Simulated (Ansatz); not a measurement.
# SiO2: changing the dispersion correction

The cell as given:

```xyz
12
Lattice="5.0691 0.0000 0.0000 -2.5345 4.3899 0.0000 0.0000 0.0000 8.5585" Properties=species:S:1:pos:R:3 pbc="T T T"
Si    0.0000    2.9266    3.7411
Si    0.0000    2.9266    0.5381
Si    2.5345    1.4633    4.8174
Si    2.5345    1.4633    8.0204
O     2.1354    0.0000    0.0000
O     0.0000    2.9266    2.1396
O     2.5345    1.4633    6.4189
O    -1.4668    2.5406    4.2792
O     1.4668    2.5406    0.0000
O     2.9337    0.0000    4.2792
O     1.0677    1.8493    4.2792
O    -1.0677    1.8493    0.0000
```

The cell comes from a database or a generator and needn't be the stable form of this composition.

Kept alike: task relaxation of cell and atoms; functional PBEsol; k mesh 6 × 6 × 3; occupations fermi-dirac, width 0.05 eV; no spin polarisation. Program: Ansatz, Ansatz PAW, cutoff 420 eV. The mesh is that of the run's cell of 12 atoms. No spin-orbit coupling.

| dispersion correction | volume (Å³/atom) | first edge of the run's cell (Å) | third edge of the run's cell (Å) |
| --- | --- | --- | --- |
| D3(BJ) | 15.395 | 4.985 | 8.586 |
| D3(BJ)-ATM | 15.443 | 4.992 | 8.587 |
| D4 | 15.679 | 5.029 | 8.589 |
| none | 15.897 | 5.063 | 8.593 |

The relaxations keep at least the cell's symmetry (P6_322). Relaxations stop with a little pressure left, so the last digits of a volume or edge aren't settled. Ansatz's relaxations hold a Pulay term in the stress (up to 0.5 GPa here). All rows use potentials made for PBE.

Q: What does the dispersion correction change here?

A: The volume runs from 15.395 (D3(BJ)) to 15.897 Å³/atom (none). Against no correction: D3(BJ) -3.2 %; D3(BJ)-ATM -2.9 %; D4 -1.4 %. Dispersion terms mostly attract and so lower the volume; the schemes' coefficients and damping set how far. The first edge of the run's cell runs from 4.985 (D3(BJ)) to 5.063 Å (none). The third edge of the run's cell runs from 8.586 (D3(BJ)) to 8.593 Å (none).
